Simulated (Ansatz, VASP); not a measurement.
**One calculation of Hf, two programs**

INCAR

```
SYSTEM = Hf
ALGO = Normal
EDIFF = 1E-8
ENCUT = 520
GGA = PE
ISIF = 2
ISMEAR = -1
LASPH = .True.
LCHARG = .False.
LEFG = .True.
LREAL = .False.
LWAVE = .False.
NBANDS = 17
NELM = 80
PREC = Accurate
SIGMA = 0.05
```

Contents of KPOINTS:

```
k-points
0
Gamma
  13 13 7
  0 0 0
```

File POSCAR:

```
Hf
1.0
    3.1966985242      0.0000000000      0.0000000000
   -1.5983492621      2.7684221302      0.0000000000
    0.0000000000      0.0000000000      5.0578000000
Hf
2
Direct
    0.3333333333      0.6666666667      0.2500000000
    0.6666666667      0.3333333333      0.7500000000
```

Input for Ansatz:

```yaml
crystal:
  lattice:
    - [3.1966985242, 0.0, 0.0]
    - [-1.5983492621, 2.7684221302, 0.0]
    - [0.0, 0.0, 5.0578]
  atoms:
    - { symbol: Hf, position: [0.3333333333, 0.6666666667, 0.25] }
    - { symbol: Hf, position: [0.6666666667, 0.3333333333, 0.75] }
kpoints:
  mp_grid: { grid: [13, 13, 7] }
  band_path:
    path:
      - [0.0, 0.0, 0.0]
      - [0.5, 0.0, 0.0]
      - [0.3333333333, 0.3333333333, 0.0]
      - [0.0, 0.0, 0.0]
      - [0.0, 0.0, 0.5]
      - [0.5, 0.0, 0.5]
      - [0.3333333333, 0.3333333333, 0.5]
      - [0.0, 0.0, 0.5]
      - [0.5, 0.0, 0.5]
    npoints: 8
scf:
  occupations: { method: fermi_dirac, width: 0.05 }
hamiltonian:
  xc: pbe
  pseudopotentials: { kind: paw }
output:
  forces: true
  stress: true
  eigenvalues: true
  efg: { contact_densities: true }
  populations: true
  bader: true
  dos: { projected: true, de: 0.2, e_range: [-14, 8] }
```

Alike in both runs: task electric field gradients; functional PBE; k mesh 13 × 13 × 7; occupations fermi-dirac, width 0.05 eV; no spin polarisation.

|  | VASP | Ansatz |
| --- | --- | --- |
| version | VASP 6.6.1 | Ansatz 0.2.0 |
| potentials or method | VASP PAW PBE potentials, release 64 (Hf_pv) | PAW with Ansatz's default frozen-core files, scalar-relativistic |
| plane-wave cutoff (eV) | 520 | 420 |
| valence electrons in the cell | 20 | 52 |

|  | VASP | Ansatz | Ansatz less VASP |
| --- | --- | --- | --- |
| pressure (GPa) | 0.3 | 0.8 | +0.44 |
| largest component of the traceless stress (GPa) | 0.15 | 0.08 | -0.072 |
| Vzz of the field gradient on the site that differs most (V/Å²) | 82.0 | 91.6 | +9.59 |

The two sets of potentials don't hold the same shells in valence. Ansatz warned: «gradients_without_spin_orbit».

Spin-orbit coupling is left out, which matters for the levels of Hf.
